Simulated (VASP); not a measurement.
## From VASP inputs to Ansatz: PbS (strained rocksalt)

INCAR

```
LASPH = .TRUE.
NBANDS = 17
ENCUT = 520
IBRION = -1
ISIF = 2
NSW = 0
METAGGA = R2SCAN
LREAL = .FALSE.
SIGMA = 0.01
EDIFF = 1E-7
LWAVE = .FALSE.
NELM = 120
ISMEAR = 0
LCHARG = .FALSE.
PREC = Accurate
ALGO = Normal
```

KPOINTS

```
KPOINTS created by Atomic Simulation Environment
0
Gamma
8 8 8
0 0 0
```

KPOINTS_OPT

```
special points
7
Reciprocal
0.0000000000 0.0000000000 0.0000000000 1
0.5000000000 0.0000000000 0.5000000000 1
0.6250000000 0.2500000000 0.6250000000 1
0.3750000000 0.3750000000 0.7500000000 1
0.5000000000 0.5000000000 0.5000000000 1
0.5000000000 0.2500000000 0.7500000000 1
0.0000000000 0.0000000000 0.5000000000 1
```

POSCAR

```
Pb S
 1.0000000000000000
    -0.1228370319000000    2.9540126245999998    2.9540126245999998
     2.9540126245999998   -0.1228370319000000    2.9540126245999998
     2.9540126245999998    2.9540126245999998   -0.1228370319000000
 Pb  S
   1   1
Cartesian
  0.0000000000000000  0.0000000000000000  0.0000000000000000
  2.8925941086500000  2.8925941086500000  2.8925941086500000
```

VASP ran with the recommended PBE PAW datasets (20 valence electrons in the cell).

Question: Write an Ansatz input for this cell and level of theory.

Answer: 

```yaml
crystal:
  lattice:
    - [-0.1228370319, 2.9540126246, 2.9540126246]
    - [2.9540126246, -0.1228370319, 2.9540126246]
    - [2.9540126246, 2.9540126246, -0.1228370319]
  atoms:
    - { symbol: Pb, position: [0.0, 0.0, 0.0] }
    - { symbol: S, position: [0.5, 0.5, 0.5] }
kpoints:
  mp_grid: { grid: [8, 8, 8] }
  band_path:
    path:
      - [0.0, 0.0, 0.0]
      - [0.5, 0.0, 0.5]
      - [0.625, 0.25, 0.625]
      - [0.375, 0.375, 0.75]
      - [0.5, 0.5, 0.5]
      - [0.5, 0.25, 0.75]
      - [0.0, 0.0, 0.5]
    npoints: 1
hamiltonian:
  xc: r2scan
scf:
  occupations: { method: fixed }
  n_extra_bands: 4
output:
  forces: true
  stress: true
  eigenvalues: true
  write_density: true
  write_potential: true
  elf: true
  volumetric_format: npy
```

Other inputs would serve too.

```tsv
	VASP	Ansatz
gap between bands v and c	0.41 eV	0.40 eV
least direct gap	0.73 eV	0.72 eV
pressure	-1.6 GPa	-1.6 GPa
```

Each program uses its own PAW datasets. VASP's cell holds 20 valence electrons and Ansatz's 20. Ansatz's stress includes a Pulay correction; VASP's doesn't.
